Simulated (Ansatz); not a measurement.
## Structural energy differences of silicon

These are results of DFT, r2SCAN, plane waves (500 eV) with PAW, scalar-relativistic (Ansatz 0.2.0), not measurements. The PAW files were generated under PBE, with cores re-solved for the functional.

Each structure is relaxed within its own symmetry, so a high-lying one may be dynamically unstable.

```tsv
structure	ΔE (meV/atom)	V (Å³/atom)	cell	magnetic state
diamond	0	20.18	a = 5.445 Å	spin not included
BC8	186	18.35	a = 6.647 Å	spin not included
beta-Sn type	426	15.25	a = 4.790 Å, c = 2.659 Å (c/a = 0.555)	spin not included
simple cubic	471	16.05	a = 2.523 Å	spin not included
hcp	692	13.72	a = 2.625 Å, c = 4.598 Å (c/a = 1.752)	spin not included
omega (AlB2-type)	705	14.40	a = 4.431 Å, c = 2.540 Å (c/a = 0.573)	spin not included
dhcp	716	13.77	a = 2.675 Å, c = 8.887 Å (c/a = 3.322)	spin not included
fcc	732	13.73	a = 3.801 Å	spin not included
bcc	734	14.12	a = 3.045 Å	spin not included
A15	805	14.20	a = 4.844 Å	spin not included
```

ΔE counts from diamond.

Differences under about 8 meV lie within the error of the k-point mesh.
